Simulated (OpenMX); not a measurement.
The system is CdTe.

```
Te Cd
1.0
     0.00000    3.20500    3.20500
     3.20500    0.00000    3.20500
     3.20500    3.20500    0.00000
Te Cd
1 1
Direct
  0.75000 0.75000 0.75000
  0.00000 0.00000 0.00000
```

Base run:

| Property | Result |
| --- | --- |
| Program | OpenMX 3.8.5 |
| Functional | PBE |
| Potentials or basis | OpenMX 2013 PBE set, Te7.0-s3p2d2f1, Cd7.0-s3p2d2, grid cutoff 500 Ry |
| k mesh | 5 × 5 × 5 |
| Occupations | fermi-dirac, width 0.05 eV |
| Spin | non-collinear spin, zero start, spin-orbit coupling |
| Starting moments | [[0.0, 0.0, 0.0], [0.0, 0.0, 0.0]] μB |

Its results: band gap on the k mesh 0.93 eV, direct.

Task: The run is repeated on the same cell with these changes: k mesh from 5 × 5 × 5 to 7 × 7 × 7; spin from non-collinear spin, zero start, spin-orbit coupling to no spin polarisation. What comes out?

Result: Band gap on the k mesh 1.21 eV, direct.

Several settings changed at once, so the effect can't be laid on one alone.

Caveats: the basis of atomic orbitals isn't converged, which shifts pressures, moduli and gaps; total energies with and without spin-orbit coupling shouldn't be compared in this program (some runs); spin-orbit coupling is left out, which moves the levels of the heavy elements (some runs).
